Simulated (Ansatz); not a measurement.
What strain does to CuI (zincblende)

CuI built on the zincblende prototype, relaxed with r2SCAN in Ansatz. The symmetry is F-43m (No. 216, cubic); conventional cell a = 6.024 Å, 27.33 Å³ an atom. Cu has 4 I at 2.61 Å; I has 4 Cu at 2.61 Å.

The axes x, y and z are those of this cell:
```yaml
crystal:
  lattice:
    - [0.00000, 3.01203, 3.01203]
    - [3.01203, 0.00000, 3.01203]
    - [3.01203, 3.01203, 0.00000]
  atoms:
    - { symbol: Cu, position: [0.00000, 0.00000, 0.00000] }
    - { symbol: I, position: [0.25000, 0.25000, 0.25000] }
```

Unstrained: PBE gives a direct gap of 1.173 eV at Γ. r2SCAN gives a direct gap of 1.667 eV at Γ. HSE06 gives a direct gap of 2.670 eV at Γ. Meshes: PBE 8×8×8, r2SCAN 8×8×8, HSE06 6×6×6. Strains are changes of length per length. After each strain the atoms were relaxed again with r2SCAN within the symmetry that the strain leaves, so tilts or polar shifts that break it weren't tested; points keep the names that they have in the unstrained zone. The values are computed, spin-unpolarised, and not measurements.

Changes of the least gap in eV (an overlap counts as a negative gap):
```
                                                                   strain  volume change (%)  space group     PBE  r2SCAN   HSE06  energy rise, r2SCAN (meV/atom)
                                                  uniaxial -2.5 % along z               -2.5        I-4m2  +0.041  +0.048  +0.021                             3.0
             epitaxial +4.0 % in the xy plane, free normal strain -5.49 %               +2.2        I-4m2  -0.138  -0.139  -0.137                            10.7
epitaxial -1.0 % in the plane normal to [111], free normal strain +0.79 %               -1.2          R3m  +0.021  +0.024  +0.009                             1.3
                                         isotropic -2.0 % on every length               -5.9        F-43m  +0.173  +0.189  +0.135                            14.3
                                                  uniaxial +2.0 % along x               +2.0        I-4m2  -0.064  -0.069  -0.054                             1.9
```

Uniaxial -2.5 % along z, other directions held. HSE06: the gap goes from 2.670 to 2.691 eV (+0.021 eV); with r2SCAN the top three valence levels at Γ, degenerate before, become 1+2 from the top over 43 meV. Stress change with r2SCAN, compression positive: xx +1.03, yy +1.03, zz +1.46 GPa.

Epitaxial +4.0 % in the xy plane, free normal strain -5.49 %. HSE06: the gap goes from 2.670 to 2.533 eV (-0.137 eV); with r2SCAN the top three valence levels at Γ, degenerate before, become 1+2 from the top over 121 meV. Stress change with r2SCAN, compression positive: xx -1.50, yy -1.50, zz +0.01 GPa.

Epitaxial -1.0 % in the plane normal to [111], free normal strain +0.79 %. HSE06: the gap goes from 2.670 to 2.679 eV (+0.009 eV); with r2SCAN the top three valence levels at Γ, degenerate before, become 2+1 from the top over 27 meV. Stress change with r2SCAN, compression positive: xx +0.55, yy +0.55, zz +0.55, xy -0.28, xz -0.28, yz -0.28 GPa.

Isotropic -2.0 % on every length. HSE06: the gap goes from 2.670 to 2.805 eV (+0.135 eV). Stress change with r2SCAN, compression positive: xx +3.10, yy +3.10, zz +3.10 GPa. For HSE06, dE_g/d ln V = -2.2 eV over this step.

Uniaxial +2.0 % along x, other directions held. HSE06: the gap goes from 2.670 to 2.616 eV (-0.054 eV); with r2SCAN the top three valence levels at Γ, degenerate before, become 2+1 from the top over 35 meV. Stress change with r2SCAN, compression positive: xx -1.08, yy -0.70, zz -0.70 GPa.

Spin-orbit coupling is left out, which matters wherever the heavy atoms make up the band edges.

The meshes of the hybrids are coarse, so their gaps aren't converged to the digits shown.

The splittings at Γ are without spin-orbit coupling, which regroups them where it is of like size or larger.
